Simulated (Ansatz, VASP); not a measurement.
## One calculation of BN, two programs

```
CELL_PARAMETERS angstrom
2.56659 0.00000 0.00000
-1.28330 2.22273 0.00000
0.00000 0.00000 6.32814
ATOMIC_POSITIONS crystal
B 0.33333 0.66667 0.25000
B 0.66667 0.33333 0.75000
N 0.33333 0.66667 0.75000
N 0.66667 0.33333 0.25000
```

Change from the starting cell: strain +0.025 along x and y, -0.050 along z, atoms carried along.

Alike in both runs: task single point; functional PBEsol; k mesh 12 × 12 × 4; occupations gaussian, width 0.05 eV; no spin polarisation.

```csv
,VASP,Ansatz
version,VASP 6.6.1,Ansatz 0.2.0
potentials or method,"VASP PAW PBE potentials, release 64 (B, N)","scalar-relativistic, plane waves, PAW"
plane-wave cutoff (eV),520,420
valence electrons in the cell,16,16
```

Ansatz gave:

| Property | Result |
| --- | --- |
| gap on the k mesh at the Fermi level (eV) | 3.94 |
| least direct gap on the mesh (eV) | 4.25 |
| pressure (GPa) | -15.8 |
| largest component of the traceless stress (GPa) | 17.89 |

Problem. Which values does VASP return?

Solution. gap on the k mesh at the Fermi level (eV): 3.93; least direct gap on the mesh (eV): 4.24; pressure (GPa): -15.5; largest component of the traceless stress (GPa): 17.50.

Caveats: so large a pressure means that the cell lies far from this level's equilibrium, or that cutoff or potentials fall short (VASP); the potentials were made for another functional, which shifts forces and pressure (VASP); this functional lacks dispersion, which binds the layers, so the pressure and a relaxed spacing across them are unreliable. A k mesh can miss the band edges.
